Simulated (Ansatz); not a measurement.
# TaN (Fm-3m), one atom moved along a line

Theory: Ansatz 0.2.0, DFT PBE, scalar-relativistic, plane waves, PAW. The runs took a 420 eV cutoff, a Γ-centred 14×14×14 mesh and Gaussian smearing (0.15 eV). Spin–orbit coupling is left out, which can shift energies with elements as heavy as these. No spin polarisation. Energies are free energies at this smearing, counted from the undisturbed cell; pressure is positive in compression.

Zero of the scan (relaxed at this level; this rock-salt form isn't the usual structure):

```yaml
crystal:
  lattice:
    - [4.41727, 0.00000, 0.00000]
    - [0.00000, -4.41727, 0.00000]
    - [0.00000, 0.00000, -4.41727]
  atoms:
    - { symbol: Ta, position: [0.50000, 0.00000, 0.00000] }
    - { symbol: Ta, position: [0.00000, 0.50000, 0.00000] }
    - { symbol: Ta, position: [0.00000, 0.00000, 0.50000] }
    - { symbol: Ta, position: [0.50000, 0.50000, 0.50000] }
    - { symbol: N, position: [0.00000, 0.00000, 0.00000] }
    - { symbol: N, position: [0.50000, 0.50000, 0.00000] }
    - { symbol: N, position: [0.50000, 0.00000, 0.50000] }
    - { symbol: N, position: [0.00000, 0.50000, 0.50000] }
```

Atom 5 (N) is moved by x along the Cartesian unit vector (-1.000, 0.000, 0.000); the cell and all other atoms stay fixed. The cell is metallic on the mesh throughout.

```
  x (Å)  ΔE (meV/cell) force along x on the moved atoms (eV/Å) pressure (GPa)
-0.4500         1355.2                                     9.11             9.5
-0.2250          214.8                                     2.22             2.1
 0.0000            0.0                                     0.00             0.0
 0.1125           48.4                                    -0.88             0.5
 0.3375          593.7                                    -4.77             5.0
 0.3938          914.0                                    -6.69             7.0
```

By symmetry 0.4500 repeats -0.4500, -0.3375 repeats 0.3375, 0.2250 repeats -0.2250, -0.1125 repeats 0.1125 in energy, with the opposite slope along the path.